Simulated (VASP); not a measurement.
A run of VASP 6.6.1:

INCAR

```
PREC     = Accurate       # precision mode
ENCUT    = 520            # plane-wave cutoff, eV
EDIFF    = 1E-6           # SCF threshold, eV
ISMEAR   = 0              # smearing method
SIGMA    = 0.02           # smearing width, eV
LREAL    = F              # projectors in reciprocal space
LASPH    = T              # aspherical terms in the spheres
NELM     = 100            # most SCF steps
ALGO     = Normal         # electronic algorithm
ISIF     = 2              # what is computed and relaxed
LWAVE    = F              # write WAVECAR
LCHARG   = F              # write CHGCAR
GGA      = CA             # functional
NBANDS   = 16             # bands
```

The input KPOINTS:

```
regular mesh
0
Gamma
  12 12 6
```

The input POSCAR:

```
BN
1.0
    2.5226838119      0.0000000000      0.0000000000
   -1.2613419059      2.1847082668      0.0000000000
    0.0000000000      0.0000000000      4.1743408214
B N
2 2
Direct
    0.3333333333      0.6666666667     -0.0002028335
    0.6666666667      0.3333333333      0.4997971665
    0.3333333333      0.6666666667      0.3742028335
    0.6666666667      0.3333333333      0.8742028335
```

Potentials or basis: VASP PAW LDA potentials, release 64 (B, N).

The run is started by

```console
$ cat potpaw_LDA.64/B/POTCAR potpaw_LDA.64/N/POTCAR > POTCAR
$ mpirun -np 1 vasp_std > vasp.out
```

Hardware: 1 thread of Intel(R) Xeon(R) 6975P-C (Granite Rapids), with other jobs on the host.

Task: Estimate the wall time of this run.

Result: It took 9 s on 1 thread of Intel(R) Xeon(R) 6975P-C (Granite Rapids), with other jobs on the host, peak memory 0.13 GiB. Counts: scf iterations 12, k points 76.
